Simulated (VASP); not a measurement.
# TlBr (Pm-3m) in VASP: single point with r2SCAN

Aim: the single point of TlBr with r2SCAN.

Everything below comes from runs of VASP 6.6.1. Logs are shortened: lines on timing, memory, paths and dates and some standing lists are left out, and cuts for length are marked.

## Step 1: Starting point

The structure is cubic, space group Pm-3m (No. 221). The conventional cell has a = 3.939 Å, b = 3.939 Å, c = 3.939 Å, α = 90.00°, β = 90.00°, γ = 90.00°. Tl (site symmetry m-3m) has 8 Br at 3.41 Å as nearest neighbours. Around Br (site symmetry m-3m) lie 8 Tl at 3.41 Å.

## Step 2: Single point, r2SCAN

POSCAR reads:

```
TlBr
1.0
    3.9386730000      0.0000000000      0.0000000000
    0.0000000000      3.9386730000      0.0000000000
    0.0000000000      0.0000000000      3.9386730000
Tl Br
1 1
Direct
    0.0000000000      0.0000000000      0.0000000000
    0.5000000000      0.5000000000      0.5000000000
```

INCAR.step1 reads:

```
SYSTEM = TlBr
PREC = Accurate ; ENCUT = 520
ISMEAR = -1 ; SIGMA = 0.1
LREAL = .FALSE. ; LASPH = .TRUE.
NELM = 100 ; NBANDS = 17
GGA = PE ; ALGO = Normal
EDIFF = 1E-4 ; LWAVE = .TRUE.
LCHARG = .FALSE.
```

INCAR.step2 reads:

```
SYSTEM = TlBr
PREC = Accurate ; ENCUT = 520
EDIFF = 1E-7 ; ISMEAR = -1
SIGMA = 0.1 ; LREAL = .FALSE.
LASPH = .TRUE. ; NELM = 100
ALGO = Normal ; ISIF = 2
LWAVE = .FALSE. ; LCHARG = .FALSE.
METAGGA = R2SCAN ; LMIXTAU = .TRUE.
NBANDS = 17 ; ISTART = 1
```

KPOINTS reads:

```
regular mesh
0
G
  7 7 7
  0 0 0
```

Potentials or basis: VASP PAW PBE potentials, release 64 (Tl_d, Br).

Command:

```
> cat potpaw_PBE.64/Tl_d/POTCAR potpaw_PBE.64/Br/POTCAR > POTCAR
> cp INCAR.step1 INCAR
> mpirun -np 1 vasp_std > vasp.out
> cp INCAR.step2 INCAR
> mpirun -np 1 vasp_std > vasp.out
```

OUTCAR:

```text
SYSTEM = TlBr
   PREC = Accurate
   ENCUT = 520
   EDIFF = 1E-7
   ISMEAR = -1
   LREAL = .FALSE.
   LASPH = .TRUE.
   NELM = 100
   ISIF = 2
   METAGGA = R2SCAN
   ISTART = 1

 ion  position               nearest neighbor table
   1  0.000  0.000  0.000-   2 3.41   2 3.41   2 3.41   2 3.41   2 3.41   2 3.41   2 3.41   2 3.41

   2  0.500  0.500  0.500-   1 3.41   1 3.41   1 3.41   1 3.41   1 3.41   1 3.41   1 3.41   1 3.41

  LATTYP: Found a simple cubic cell.
 ALAT       =     3.9386730000

  Lattice vectors:

 A1 = (   3.9386730000,   0.0000000000,   0.0000000000)
 A2 = (   0.0000000000,   3.9386730000,   0.0000000000)
 A3 = (   0.0000000000,   0.0000000000,   3.9386730000)

Analysis of symmetry for initial positions (statically):
=====================================================================
 Subroutine PRICEL returns:
 Original cell was already a primitive cell.

 Routine SETGRP: Setting up the symmetry group for a
 simple cubic supercell.

 Subroutine GETGRP returns: Found 48 space group operations
 (whereof 48 operations were pure point group operations)
 out of a pool of 48 trial point group operations.

The static configuration has the point symmetry O_h .

Analysis of symmetry for dynamics (positions and initial velocities):
=====================================================================
 Subroutine PRICEL returns:
 Original cell was already a primitive cell.

 Routine SETGRP: Setting up the symmetry group for a
 simple cubic supercell.

 Subroutine GETGRP returns: Found 48 space group operations
 (whereof 48 operations were pure point group operations)
 out of a pool of 48 trial point group operations.

The dynamic configuration has the point symmetry O_h .

 Subroutine INISYM returns: Found 48 space group operations
 (whereof 48 operations are pure point group operations),
 and found     1 'primitive' translations

----------------------------------------------------------------------------------------

                                     Primitive cell

  volume of cell :      61.1012

  direct lattice vectors                    reciprocal lattice vectors
     3.938673000  0.000000000  0.000000000     0.253892618  0.000000000  0.000000000
     0.000000000  3.938673000  0.000000000     0.000000000  0.253892618  0.000000000
     0.000000000  0.000000000  3.938673000     0.000000000  0.000000000  0.253892618

  length of vectors
     3.938673000  3.938673000  3.938673000     0.253892618  0.253892618  0.253892618

  position of ions in fractional coordinates (direct lattice)
     0.000000000  0.000000000  0.000000000
     0.500000000  0.500000000  0.500000000

  ion indices of the primitive-cell ions
   primitive index   ion index
                 1           1
                 2           2

----------------------------------------------------------------------------------------

 KPOINTS: regular mesh

Automatic generation of k-mesh.
 Grid dimensions read from file:
 generate k-points for:    7    7    7

 Generating k-lattice:

  Cartesian coordinates                     Fractional coordinates (reciprocal lattice)
     0.036270374  0.000000000  0.000000000     0.142857143  0.000000000  0.000000000
     0.000000000  0.036270374  0.000000000     0.000000000  0.142857143  0.000000000
     0.000000000  0.000000000  0.036270374     0.000000000  0.000000000  0.142857143

  Length of vectors
     0.036270374  0.036270374  0.036270374

  Shift w.r.t. Gamma in fractional coordinates (k-lattice)
     0.000000000  0.000000000  0.000000000

 Subroutine IBZKPT returns following result:
 ===========================================

 Found     20 irreducible k-points:

 Following reciprocal coordinates:
            Coordinates               Weight
  0.000000  0.000000  0.000000      1.000000
  0.142857  0.000000  0.000000      6.000000
  0.285714  0.000000  0.000000      6.000000
  0.428571  0.000000  0.000000      6.000000
  0.142857  0.142857  0.000000     12.000000
  0.285714  0.142857  0.000000     24.000000
[... 12 lines left out ...]
  0.428571  0.428571  0.285714     24.000000
  0.428571  0.428571  0.428571      8.000000
   k-points           NKPTS =     20   k-points in BZ     NKDIM =     20   number of bands    NBANDS=     17
   number of dos      NEDOS =    301   number of ions     NIONS =      2
   total plane-waves  NPLWV =  27000
   dimension x,y,z NGX =    30 NGY =   30 NGZ =   30
   dimension x,y,z NGXF=    60 NGYF=   60 NGZF=   60
   ions per type =               1   1
   NGX,Y,Z   is equivalent  to a cutoff of  12.66, 12.66, 12.66 a.u.
   NGXF,Y,Z  is equivalent  to a cutoff of  25.33, 25.33, 25.33 a.u.
 SYSTEM =  TlBr
   PREC   = accura    normal or accurate (medium, high low for compatibility)
   ISTART =      1    job   : 0-new  1-cont  2-samecut
   ICHARG =      0    charge: 1-file 2-atom 10-const
   ISPIN  =      1    spin polarized calculation?
   LNONCOLLINEAR =      F non collinear calculations
   LSORBIT =      F    spin-orbit coupling
   LASPH  =      T    aspherical Exc in radial PAW
   ENCUT  =  520.0 eV  38.22 Ry    6.18 a.u.   7.32  7.32  7.32*2*pi/ulx,y,z
   NELM   =    100;   NELMIN=  2; NELMDL=  0     # of ELM steps
   EDIFF  = 0.1E-06   stopping-criterion for ELM
   LREAL  =      F    real-space projection
   EDIFFG = 0.1E-05   stopping-criterion for IOM
   NSW    =      0    number of steps for IOM
   IBRION =     -1    ionic relax: 0-MD 1-quasi-New 2-CG
   NFREE  =      0    steps in history (QN), initial steepest desc. (CG)
   ISIF   =      2    stress and relaxation
   ISYM   =      2    0-nonsym 1-usesym 2-fastsym
   POTIM  = 0.5000    time-step for ionic-motion
   TEBEG  =    0.0;   TEEND  =   0.0 temperature during run
   PSTRESS=    0.0 pullay stress
   NELECT =      20.0000    total number of electrons
   NUPDOWN=      -1.0000    fix difference up-down
   EMIN   =  10.00;   EMAX   =-10.00  energy-range for DOS
   EFERMI =   0.00;   METHOD = LEGACY
   ISMEAR =    -1;   SIGMA  =   0.10  broadening in eV -4-tet -1-fermi 0-gaus
   EFERMI_NEDOS =   21; number of points for ismear=-14 and -15
   IALGO  =     38    algorithm
   IMIX   =      4    mixing-type and parameters
     AMIX     =   0.40;   BMIX     =  1.00
     AMIX_MAG =   1.60;   BMIX_MAG =  1.00
  volume/ion in A,a.u.               =      30.55       206.17
  Fermi-wavevector in a.u.,A,eV,Ry     =   1.128240  2.132065 17.319209  1.272926
  Thomas-Fermi vector in A             =   2.264929
   LORBIT       =      0    0 simple, 1 ext, 2 COOP (PROOUT), +10 PAW based schemes
   METAGGA = R2SCAN    functional components
   LHFCALC =     F    Hartree Fock is set to
   AEXX    =    0.0000 exact exchange contribution
   IVDW    =     0    specifies the selected vdW correction
   LEPSILON=     F    determine dielectric tensor
   LRPA    =     F    only Hartree local field effects (RPA)
 non-spin polarized calculation
  energy-cutoff  :      520.00
  volume of cell :       61.10
 maximum number of plane-waves:      1663
 NGX is ok and might be reduce to    30
   NGX = 15   NGY = 15   NGZ = 15

 number of electron      20.0000000 magnetization

 Free energy of the ion-electron system (eV)
  ---------------------------------------------------
  ext. energy  EPLUGINS =         0.00000000
  ---------------------------------------------------
  free energy    TOTEN  =       -68.37145442 eV

  energy without entropy =      -68.37145405  energy(sigma->0) =      -68.37145423

 E-fermi :   3.6198     XC(G=0):  -9.5838

 val. band max:        2.2689425121   @ k =   0.4286   0.0000   0.0000
 cond. band min:       4.9295453808   @ k =   0.4286   0.0000   0.0000
 fundamental gap:      2.6606028687
 Fermi energy:         3.6197897238

 k-point     1 :       0.0000    0.0000    0.0000
  band No.  band energies     occupation
      1     -12.0027      2.00000
      2      -8.1005      2.00000
      3      -8.1005      2.00000
      4      -7.9021      2.00000
      5      -7.9021      2.00000
      6      -7.9021      2.00000
[... 9 lines left out ...]
     16      14.6816      0.00000
     17      16.6298      0.00000

 k-point     2 :       0.1429    0.0000    0.0000
  band No.  band energies     occupation
      1     -11.9550      2.00000
      2      -8.0984      2.00000
      3      -8.0733      2.00000
      4      -7.9149      2.00000
      5      -7.9149      2.00000
      6      -7.9009      2.00000
[... 9 lines left out ...]
     16      15.7837      0.00000
     17      16.3680      0.00000

 k-point     3 :       0.2857    0.0000    0.0000
  band No.  band energies     occupation
      1     -11.8432      2.00000
      2      -8.0936      2.00000
      3      -8.0137      2.00000
      4      -7.9435      2.00000
      5      -7.9435      2.00000
      6      -7.8984      2.00000
[... 9 lines left out ...]
     16      14.8547      0.00000
     17      16.6116      0.00000

 k-point     4 :       0.4286    0.0000    0.0000
  band No.  band energies     occupation
      1     -11.7485      2.00000
      2      -8.0898      2.00000
      3      -7.9681      2.00000
      4      -7.9662      2.00000
      5      -7.9662      2.00000
      6      -7.8963      2.00000
[... 9 lines left out ...]
     16      15.7863      0.00000
     17      16.6928      0.00000
[... 263 lines left out ...]
      1     -11.5588      2.00000
      2      -8.0155      2.00000
      3      -7.9841      2.00000
      4      -7.9453      2.00000
      5      -7.9310      2.00000
      6      -7.8924      2.00000
[... 9 lines left out ...]
     16      14.4951      0.00000
     17      18.0460      0.00000

 k-point    19 :       0.4286    0.4286    0.2857
  band No.  band energies     occupation
      1     -11.4963      2.00000
      2      -8.0195      2.00000
      3      -8.0100      2.00000
      4      -7.9660      2.00000
      5      -7.9179      2.00000
      6      -7.8604      2.00000
[... 9 lines left out ...]
     16      15.1638      0.00000
     17      18.5654      0.00000

 k-point    20 :       0.4286    0.4286    0.4286
  band No.  band energies     occupation
      1     -11.4234      2.00000
      2      -8.0438      2.00000
      3      -8.0438      2.00000
      4      -8.0189      2.00000
      5      -7.8591      2.00000
      6      -7.8591      2.00000
[... 9 lines left out ...]
     16      15.8050      0.00000
     17      19.9231      0.00000

------------------------ aborting loop because EDIFF is reached ----------------------------------------

  FORCE on cell =-STRESS in cart. coord.  units (eV):
  Direction    XX          YY          ZZ          XY          YZ          ZX
  --------------------------------------------------------------------------------------
  -------------------------------------------------------------------------------------
  Total        0.4475325      0.4475325      0.4475325      0.0000000     -0.0000000      0.0000000
  in kB       11.7350627     11.7350627     11.7350627      0.0000000     -0.0000000      0.0000000
  external PRESSURE =      11.7350627 kB  Pullay stress =       0.0000000 kB

 VOLUME and BASIS-vectors are now :
 -----------------------------------------------------------------------------
  energy-cutoff  :      520.00
  volume of cell :       61.10
      direct lattice vectors                 reciprocal lattice vectors
     3.938673000  0.000000000  0.000000000     0.253892618  0.000000000  0.000000000
     0.000000000  3.938673000  0.000000000     0.000000000  0.253892618  0.000000000
     0.000000000  0.000000000  3.938673000     0.000000000  0.000000000  0.253892618

 POSITION                                       TOTAL-FORCE (eV/Angst)
 -----------------------------------------------------------------------------------
      0.00000      0.00000      0.00000         0.000000      0.000000      0.000000
      1.96934      1.96934      1.96934         0.000000      0.000000      0.000000
 -----------------------------------------------------------------------------------
    total drift:                                0.000000     -0.000000     -0.000000

  FREE ENERGIE OF THE ION-ELECTRON SYSTEM (eV)
  ---------------------------------------------------
  free  energy   TOTEN  =       -68.3714544198 eV

  energy  without entropy=      -68.3714540478  energy(sigma->0) =      -68.37145423
```

It took 42 s on 1 thread of Intel Xeon 6975P-C (Granite Rapids), shared host; peak memory 0.18 GiB.

What came out:

* Free energy: -68.3715 eV
* Pressure: 1.2 GPa
* Band gap on the k mesh: 2.66 eV, direct

Caveat: the PAW data sets were made with another functional, which shifts forces and pressure a little; spin-orbit coupling is left out, which as a rule narrows the gap of such compounds by several tenths of an eV; an odd mesh through Γ misses points on the zone boundary, where band edges often lie.
